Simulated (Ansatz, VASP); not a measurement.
## HfN: VASP beside Ansatz

```
CELL_PARAMETERS angstrom
0.00000 2.69789 5.76380
3.02930 0.00000 5.76380
3.02930 2.69789 0.00000
ATOMIC_POSITIONS crystal
Hf 0.64648 0.64648 0.35352
Hf 0.35352 0.35352 0.64648
N 0.00000 0.50000 0.00000
N 0.50000 0.00000 0.50000
```

Alike in both runs: functional PBE; k mesh 6 × 6 × 6; occupations gaussian, width 0.1 eV; no spin polarisation.

Ansatz relaxed the structure, and its values are those at the end. VASP's run is a single point on that final structure, the one shown.

```csv
,VASP,Ansatz
version,VASP 6.6.1,Ansatz 0.2.0
potentials or method,"VASP PAW PBE potentials, release 64 (Hf_pv, N)","scalar-relativistic, plane waves, PAW"
plane-wave cutoff (eV),520,420
valence electrons in the cell,30,62
```

|  | VASP | Ansatz | Ansatz less VASP |
| --- | --- | --- | --- |
| gap on the k mesh at the Fermi level (eV) | none | none | - |
| pressure (GPa) | -0.4 | 0.0 | +0.38 |
| rms of the force components (eV/Å) | 0.034 | 0.002 | -0.0316 |

A gap of «none» marks a metal or a gap that the smearing closes. The two sets of potentials don't hold the same shells in valence.

Spin-orbit coupling is left out, which matters for the levels of Hf.
